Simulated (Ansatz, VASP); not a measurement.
**One calculation of HfH2, two programs**

INCAR

```
ALGO     = Normal         # electronic algorithm
EDIFF    = 1E-8           # SCF threshold, eV
ENCUT    = 520            # plane-wave cutoff, eV
GGA      = CA             # functional
ISIF     = 2              # what is computed and relaxed
ISMEAR   = -1             # smearing method
LASPH    = T              # aspherical terms in the spheres
LCHARG   = F              # write CHGCAR
LEFG     = T            
LREAL    = F              # projectors in reciprocal space
LWAVE    = F              # write WAVECAR
NBANDS   = 13             # bands
NELM     = 100            # most SCF steps
PREC     = Accurate       # precision mode
SIGMA    = 0.05           # smearing width, eV
```

The input KPOINTS:

```
k-points
0
Gamma
  11 11 11
```

File POSCAR:

```
HfH2
1.0
   -1.7307056792      1.7307056792      2.1447997069
    1.7307056792     -1.7307056792      2.1447997069
    1.7307056792      1.7307056792     -2.1447997069
Hf H
1 2
Direct
    0.0000000000      0.0000000000      0.0000000000
    0.2500000000      0.7500000000      0.5000000000
    0.7500000000      0.2500000000      0.5000000000
```

Input for Ansatz:

```yaml
crystal:
  lattice:
    - [-1.7307056792, 1.7307056792, 2.1447997069]
    - [1.7307056792, -1.7307056792, 2.1447997069]
    - [1.7307056792, 1.7307056792, -2.1447997069]
  atoms:
    - { symbol: Hf, position: [0.0, 0.0, 0.0] }
    - { symbol: H, position: [0.25, 0.75, 0.5] }
    - { symbol: H, position: [0.75, 0.25, 0.5] }
kpoints:
  mp_grid: { grid: [11, 11, 11] }
scf:
  occupations: { method: fermi_dirac, width: 0.05 }
hamiltonian:
  xc: lda
  pseudopotentials: { kind: paw }
output:
  forces: true
  stress: true
  eigenvalues: true
  efg: { contact_densities: true }
  populations: true
  write_density: true
  write_potential: true
  elf: true
  volumetric_format: npy
```

Change from the starting cell: shortest bond scaled by 1, PAW files.

Alike in both runs: task electric field gradients; functional LDA; k mesh 11 × 11 × 11; occupations fermi-dirac, width 0.05 eV; no spin polarisation.

```csv
,VASP,Ansatz
version,VASP 6.6.1,Ansatz 0.2.0
potentials or method,"VASP PAW LDA potentials, release 64 (Hf_pv, H)","PAW with Ansatz's default frozen-core files, scalar-relativistic"
plane-wave cutoff (eV),520,420
valence electrons in the cell,12,28
```

Ansatz gave:

| Property | Result |
| --- | --- |
| pressure (GPa) | -4.9 |
| largest component of the traceless stress (GPa) | 0.09 |
| Vzz of the field gradient on the site that differs most (V/Å²) | -37.5 |

Problem. Estimate VASP's values.

Solution. Pressure (GPa): -5.0; largest component of the traceless stress (GPa): 0.09; Vzz of the field gradient on the site that differs most (V/Å²): -30.0.

The two sets of potentials don't hold the same shells in valence. Ansatz warned: «gradients_without_spin_orbit».

The runs have no spin-orbit coupling, so splittings on Hf are missing.
